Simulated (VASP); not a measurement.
The system is Zr.

```
Zr
1.0
     3.23200    0.00000    0.00000
    -1.61600    2.79899    0.00000
     0.00000    0.00000    5.14700
Zr
2
Direct
  0.33465 0.67413 0.25390
  0.66535 0.32587 0.74610
```

The cell isn't the ideal one: atom 2 moved 0.06 Å.

Base run:

- Program: VASP 6.6.1
- Functional: PW91
- Potentials or basis: VASP PAW PBE potentials, release 64 (Zr_sv)
- Cutoff: 520 eV
- k mesh: 9 × 9 × 5
- Occupations: fermi-dirac, width 0.05 eV
- Spin: no spin polarisation

Its results: pressure 0.3 GPa; largest force 0.168 eV/Å.

Question: After a change of settings the same cell gave: pressure 3.8 GPa; largest force 0.185 eV/Å. Which change was it?
A. functional from PW91 to BLYP
B. functional from PW91 to r2SCAN; further incar settings from ALGO = Fast; EDIFF = 1e-07; NBANDS = 19 to ALGO = Normal; EDIFF = 1e-07; NBANDS = 19
C. functional from PW91 to PBE
D. functional from PW91 to revPBE

Answer: A.

BLYP binds less tightly than PW91, so the same cell stands under more pressure.

Caveats: the PAW data sets were made with another functional, which shifts forces and pressure a little.
